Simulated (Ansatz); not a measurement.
Hf in Ansatz, vacancy hop by nudged elastic band

The input file (Ansatz 0.2.0, plane waves):

```yaml
crystal:
  lattice:
    - [0.0, 4.499144, 4.499144]
    - [4.499144, 0.0, 4.499144]
    - [4.499144, 4.499144, 0.0]
  atoms:
    - { symbol: Hf, position: [0.00220708, -0.00079916, 0.0005456] }
    - { symbol: Hf, position: [-0.00061233, -0.0020187, 0.4999662] }
    - { symbol: Hf, position: [0.00021823, 0.49970041, 0.49534884] }
    - { symbol: Hf, position: [0.50433595, 0.00074542, -0.00202609] }
    - { symbol: Hf, position: [0.49813717, 0.00540945, 0.49914408] }
    - { symbol: Hf, position: [0.49667539, 0.50859659, -0.004649] }
    - { symbol: Hf, position: [0.50510037, 0.49731619, 0.49966825] }
kpoints:
  mp_grid: { grid: [3, 3, 3] }
magnetization:
  spin_polarized: false
scf:
  occupations: { method: fermi_dirac, width: 0.05 }
hamiltonian:
  pseudopotentials: { kind: paw }
  xc: pbe
basis:
  ecutwfc: 420
neb:
  images: 3
  relax_end_points: true
  climbing: true
  f_tol: 0.05
  max_iterations: 40
  order_check: false
  final_atoms:
    - { symbol: Hf, position: [0.00220708, -0.00079916, 0.0005456] }
    - { symbol: Hf, position: [-0.00061233, -0.0020187, 0.4999662] }
    - { symbol: Hf, position: [0.00021823, 0.49970041, 0.49534884] }
    - { symbol: Hf, position: [0.50433595, 0.00074542, -0.00202609] }
    - { symbol: Hf, position: [0.49813717, 0.00540945, 0.49914408] }
    - { symbol: Hf, position: [0.49667539, 0.50859659, -0.004649] }
    - { symbol: Hf, position: [0.995431, 0.50196648, -0.00169396] }
```

The command:

```bash
ansatz run input.yaml --threads 4 --pin off --max-ram 8192MiB --backend cpu --events-out ev --progress --plain --runs-dir out
```

Origin of the cell: a database entry, scaled a little.

The cell is 2×2×2 cells of Hf with one Hf taken out; atom 7 (Hf) hops into the empty site, 3.15 Å away before the end points are relaxed. All atoms were shaken by about 0.02 Å first.

Output (shortened):

```
Warning: neb: disabling space-group detection — the band's intermediate images generally break the endpoint symmetry, so no spatial operation reduces the k-mesh or symmetrises the density, ex […]
Pseudopotentials: kind: paw
Pseudopotential: Hf, paw, valence charge 26, recommended cutoff 420 eV (normal), Hf.paw.azcp
Functional definition: PBE
  exchange = pbe_x(kappa = kappa, mu = beta*pi^2/3)
  correlation = pbe_c(beta = beta)
parallel-image band execution: 3 concurrent image workers
NEB image 0
Crystal: 7 atoms, lattice volume = 182.146 Å³
Basis set: ecut = 420 eV, 3527 PW (Γ), exchange–correlation on 90×90×90 points (8 copies of the dense FFT grid, shifted against one another)
Bands: 110, of which v1, the nominal top of the filled ones, is band 91 counted from 1 (90 counted from 0)
Symmetry: 1 space group operations
[… 3 lines left out …]
Initial density: superposition of atomic densities (neutral atoms: chi_scale 0, normalization atom), corrected by the library's trained network
Functional: x = pbe(κ = 0.804, μ = 0.219515), c = pbe(β = 0.066725)
SCF iter   1: F=—  HF=-110046.357897 eV  Δρ=2.89e-3  dr2=2.67e-2  defer=2
SCF iter   2: F=—  HF=-110046.354483 eV  Δρ=1.19e-3  dr2=2.89e-3  defer=65
SCF iter   3: F=—  HF=-110046.354206 eV  Δρ=4.34e-4  dr2=9.19e-4  defer=65
[… 3 lines left out …]
SCF iter   7: F=—  HF=-110046.354204 eV  Δρ=2.85e-5  dr2=4.16e-6  defer=65
SCF iter   8: F=—  HF=-110046.354203 eV  Δρ=1.15e-5  dr2=4.70e-7  defer=65
SCF iter   9: F=-110046.354203 eV  HF=-110046.354203 eV  Δρ=2.88e-6  dr2=1.81e-8
NEB iter   1: max|band force component| = 1.506e0 eV/Å  barrier→ = 0.9453 eV  barrier← = 0.9453 eV  Δτ_max = 0.1985 Å  (48 SCF iters)
NEB iter   2: max|band force component| = 6.425e-1 eV/Å  barrier→ = 0.4718 eV  barrier← = 0.4718 eV  Δτ_max = 0.1960 Å  (33 SCF iters)
NEB iter   3: max|band force component| = 3.585e-1 eV/Å  barrier→ = 0.2071 eV  barrier← = 0.2071 eV  CI = image 2  Δτ_max = 0.1990 Å  (30 SCF iters)
NEB iter   4: max|band force component| = 2.149e-1 eV/Å  barrier→ = 0.1517 eV  barrier← = 0.1517 eV  CI = image 2  Δτ_max = 0.2000 Å  (28 SCF iters)
NEB iter   5: max|band force component| = 2.186e-1 eV/Å  barrier→ = 0.1395 eV  barrier← = 0.1395 eV  CI = image 2  Δτ_max = 0.0716 Å  (26 SCF iters)
NEB iter   6: max|band force component| = 8.168e-2 eV/Å  barrier→ = 0.1354 eV  barrier← = 0.1354 eV  CI = image 2  Δτ_max = 0.0325 Å  (23 SCF iters)
NEB iter   7: max|band force component| = 4.447e-2 eV/Å  barrier→ = 0.1335 eV  barrier← = 0.1335 eV  CI = image 2  Δτ_max = 0.0388 Å  (22 SCF iters)
NEB iter   8: max|band force component| = 1.260e-1 eV/Å  barrier→ = 0.1316 eV  barrier← = 0.1316 eV  CI = image 2  Δτ_max = 0.1961 Å  (8 SCF iters)
NEB iter   9: max|band force component| = 2.150e-1 eV/Å  barrier→ = 0.1282 eV  barrier← = 0.1282 eV  CI = image 2  Δτ_max = 0.0487 Å  (24 SCF iters)
NEB iter  10: max|band force component| = 5.090e-2 eV/Å  barrier→ = 0.1269 eV  barrier← = 0.1269 eV  CI = image 2  Δτ_max = 0.0264 Å  (22 SCF iters)
NEB iter  11: max|band force component| = 1.987e-2 eV/Å  barrier→ = 0.1263 eV  barrier← = 0.1263 eV  CI = image 2  Δτ_max = 0.0000 Å  (20 SCF iters)
--- NEB band (5 images, 11 band iterations, 284 SCF iterations, 184 more in tests of the images' electronic states and relaxations of end points) ---
  forward barrier  = 0.126281 eV
  backward barrier = 0.126277 eV
  lagrangian_above_aufbau_ev (what the smearing adds, to first order; not taken off the barriers): saddle image -0.044352 eV, end points -0.035707 and -0.035468 eV
  climbing image's point = of an order that was not read
  energies are F+E_penalty+E_count in eV, relative to image 0
  image     s (Å)  Δ vs image 0  max|band force component| (eV/Å)
      0    0.0000      0.000000                                 —
      1    1.0869      0.037862                          1.941e-2
  *   2    2.1735      0.126281                          9.658e-3
      3    3.3313      0.058814                          1.987e-2
      4    4.4891      0.000004                                 —
```

The converged band:

| image | path over all atoms (Å) | ΔF (eV) | Hf x | y | z (Å) |
| --- | --- | --- | --- | --- | --- |
| 0 | 0.00 | 0.000 | 4.15 | 4.47 | 4.63 |
| 1 | 1.09 | 0.038 | 4.04 | 4.49 | 4.96 |
| 2 | 2.17 | 0.126 | 3.35 | 4.50 | 5.62 |
| 3 | 3.33 | 0.059 | 2.61 | 4.49 | 6.26 |
| 4 | 4.49 | 0.000 | 2.00 | 4.49 | 6.51 |

Relaxed start, forces in eV/Å:

```xyz
7
Lattice="0.000 4.499 4.499 4.499 0.000 4.499 4.499 4.499 0.000" Properties=species:S:1:pos:R:3:forces:R:3 pbc="T T T" image=0
Hf    0.345   -0.026    0.133    0.000    0.001    0.000
Hf    2.248    2.752   -0.497   -0.001   -0.001    0.002
Hf    4.150    2.122    2.281    0.001    0.000   -0.001
Hf    0.345    2.122    2.281   -0.001   -0.001   -0.001
Hf    2.248    4.525    2.229    0.000    0.005   -0.005
Hf    2.248    2.002    4.753    0.000   -0.005    0.006
Hf    4.150    4.473    4.633    0.000    0.001   -0.001
```

Highest image (2), forces in eV/Å:

```xyz
7
Lattice="0.000 4.499 4.499 4.499 0.000 4.499 4.499 4.499 0.000" Properties=species:S:1:pos:R:3:forces:R:3 pbc="T T T" image=2
Hf    0.152   -0.005   -0.136   -0.007    0.002    0.000
Hf    2.058    2.643   -0.173    0.006    0.007   -0.005
Hf    4.389    2.493    2.139    0.000    0.000   -0.002
Hf    0.184    1.830    2.452    0.006    0.006   -0.007
Hf    2.108    4.496    2.407   -0.007   -0.010    0.003
Hf    2.371    1.989    4.618   -0.003    0.000    0.005
Hf    3.353    4.500    5.621    0.005   -0.005    0.006
```

Relaxed end, forces in eV/Å:

```xyz
7
Lattice="0.000 4.499 4.499 4.499 0.000 4.499 4.499 4.499 0.000" Properties=species:S:1:pos:R:3:forces:R:3 pbc="T T T" image=4
Hf    0.031   -0.011    0.037   -0.004    0.001   -0.004
Hf    2.126    2.585   -0.016   -0.002    0.003    0.000
Hf    4.477    1.892    2.132    0.000   -0.003    0.000
Hf   -0.023    2.585    2.133    0.001    0.002   -0.001
Hf    2.756    4.488    2.763   -0.001    0.000   -0.001
Hf    2.126    1.892    4.483    0.000   -0.003    0.001
Hf    2.004    4.488    6.509    0.006    0.000    0.006
```

Barrier of this path: 0.13 eV forwards, 0.13 eV backwards, after 11 band iterations.

Caveats: no moments, though an odd count or open d shells may carry them; no spin-orbit coupling, though heavy elements are present; the k mesh is coarse if the cell is a metal; a small cell with a neutral vacancy and no spin, whose shape can make like sites unlike; the cell is held at a rescaled volume, and strain moves barriers; the hop was drawn among near neighbours and need not be the easiest path; few images and a loose tolerance, and neither the top nor the ends were tested for their order; another atom moves far along the path.

Time: 8.8 min on 4 threads of Arm Neoverse V2 (shared host), peak memory 1.5 GiB, from the program's own first density.
